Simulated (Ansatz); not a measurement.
# Te2Mo: the cost of one run

Computed with Ansatz 0.2.0 (DFT PBE, scalar-relativistic, plane waves, PAW, unless a step's input says otherwise).

1 further run of the same task is left out (it didn't finish).

### Step 1. Starting point

The structure is hexagonal, space group P-6m2 (No. 187). Conventional cell: a = 3.556 Å, b = 3.556 Å, c = 32.153 Å, α = 90.00°, β = 90.00°, γ = 120.00°. Te (site symmetry 3m) has 3 Mo at 2.74 Å as nearest neighbours. Around Mo (site symmetry 3m) lie 6 Te at 2.74 Å. Around Mo (site symmetry -6m2) lie 6 Te at 2.74 Å.

Structure file:

```
Te Mo
1.0
     3.55615    0.00000    0.00000
    -1.77808    3.07972    0.00000
     0.00000    0.00000   32.15288
Te Mo
6 3
Direct
  0.00000 0.00000 0.94376
  0.33333 0.66667 0.70550
  0.33333 0.66667 0.18205
  0.33333 0.66667 0.81795
  0.33333 0.66667 0.29450
  0.00000 0.00000 0.05624
  0.00000 0.00000 0.76171
  0.00000 0.00000 0.23829
  0.33333 0.66667 0.00000
```

It goes back to an entry of the Materials Project, which need not be the stable form.

It is the result of an earlier relaxation at this level (volume 39.13 Å³/atom; gap on the mesh: 1.05 eV).

### Step 2. What is varied

The energy is mapped over two normal modes frozen in (zone-centre modes of the cell shown).

The axes are (1) amplitude of mode 10 (114 cm⁻¹), largest displacement: 7 values from −0.334 Å; (2) amplitude of mode 15 (114 cm⁻¹), largest displacement: 7 values from −0.334 Å.

Nothing else is relaxed (the cell and all other modes fixed). Energies count from the relaxed high-symmetry cell. Points are written as (first, second).

The modes come from a phonon run on the reference cell, made beforehand.

Displacement patterns for an amplitude of 1 (Å):

```csv
atom,x1,y1,z1,x2,y2,z2
Te1,0.005,0.000,0.000,0.000,0.017,0.000
Te2,0.995,0.000,0.000,0.000,0.000,0.000
Te3,0.000,0.000,0.000,0.000,1.000,0.000
Te4,-1.000,0.000,0.000,0.000,0.000,0.000
Te5,0.000,0.000,0.000,0.000,-0.995,0.000
Te6,-0.001,0.000,0.000,0.000,-0.021,0.000
Mo7,0.001,0.000,0.000,0.000,0.000,0.000
Mo8,0.000,0.000,0.000,0.000,-0.001,0.000
Mo9,0.001,0.000,0.000,0.000,-0.001,0.000
```

### Step 3. The run at (−0.334 Å, −0.334 Å)

File input.yaml:

```yaml
crystal:
  lattice:
    - [3.556151616, 0.0, 0.0]
    - [-1.778075808, 3.0797176391, 0.0]
    - [0.0, 0.0, 32.152875949]
  atoms:
    - { symbol: Te, position: [-0.0013600874, -0.0018663119, 0.9437597132] }
    - { symbol: Te, position: [0.2399118556, 0.6666747549, 0.7054970517] }
    - { symbol: Te, position: [0.2791078661, 0.5582151659, 0.182047014] }
    - { symbol: Te, position: [0.4272537177, 0.6666639258, 0.817952986] }
    - { symbol: Te, position: [0.387269781, 0.7745393678, 0.2945029483] }
    - { symbol: Te, position: [0.0012265592, 0.0022311371, 0.0562402868] }
    - { symbol: Mo, position: [-0.0001272562, 1.7732e-06, 0.7617063089] }
    - { symbol: Mo, position: [7.32113e-05, 0.0001458879, 0.2382936911] }
    - { symbol: Mo, position: [0.3332858318, 0.6667964502, 0.0] }
basis:
  ecutwfc: 420
kpoints:
  mp_grid: { grid: [9, 9, 1] }
hamiltonian:
  xc: pbe
  pseudopotentials: { kind: paw, azcp: { folder: soft_1 } }
scf:
  occupations: { method: gaussian, width: 0.05 }
output:
  forces: true
  stress: true
  eigenvalues: true
```

Started as:

```
$ ansatz run input.yaml --threads 4 --pin off --max-ram 8192MiB --backend cpu --events-out ev --progress --plain --runs-dir out
```

What time and memory should one allow on 4 threads of Arm Neoverse N1, shared host?

About 65 s, with a peak of 1.3 GiB.
